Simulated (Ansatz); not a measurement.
**Deforming Pb**

```
Pb
1.0
     3.48000    0.00000    0.00000
    -1.74000    3.01377    0.00000
     0.00000    0.00000    5.59000
Pb
2
Direct
  0.33333 0.66667 0.25000
  0.66667 0.33333 0.75000
```

Atoms are numbered in the order listed.

The cell is COD entry 1537623, as deposited and not checked against the literature; nothing was relaxed.

No spin–orbit coupling, which matters for the heavy atoms here.

These are results of Ansatz 0.2.0, DFT, PBE, all-electron LAPW, scalar-relativistic, not measurements.

Settings: a Γ-centred 14×14×8 k mesh, Fermi–Dirac smearing of 0.08 eV, basis error target 0.5 meV/atom, no spin polarisation.

The unchanged cell is at 4.07 GPa.

In a metal, stresses and small energies carry noise from the k mesh.

x, y and z are the Cartesian axes of the cell as listed; fractional coordinates follow a strain, and an engineering shear is twice the off-diagonal strain component.

(1) With this change (z strained by -3 % at fixed volume), what becomes of the energy and stress?

With z strained by -1.5 % at fixed volume: energy change +7 meV/atom; stress change (xx, yy, zz, yz, xz, xy) -0.23, -0.23, 0.86, 0.00, 0.00, 0.00 GPa, compression positive.

(2) With this change (atom 2 (Pb) moved by (0.2000, 0.0000, 0.0000) Å), what becomes of the energy and stress and forces?

(3) What force constant does this one finite step give for Pb2 along its displacement (all its periodic images move with it)?

Results:

(1) Energy change +17 meV/atom; stress change (xx, yy, zz, yz, xz, xy) -0.39, -0.39, 1.64, 0.00, 0.00, 0.00 GPa, compression positive.

(2) Energy change +4 meV/atom; stress change (xx, yy, zz, yz, xz, xy) -0.04, 0.04, 0.25, 0.00, 0.00, 0.31 GPa, compression positive; change of the force on Pb2 (-0.076, -0.011, 0.000) eV/Å.

(3) k = −ΔF·u/|u|² = 0.38 eV/Å², so the force pulls the atom back.
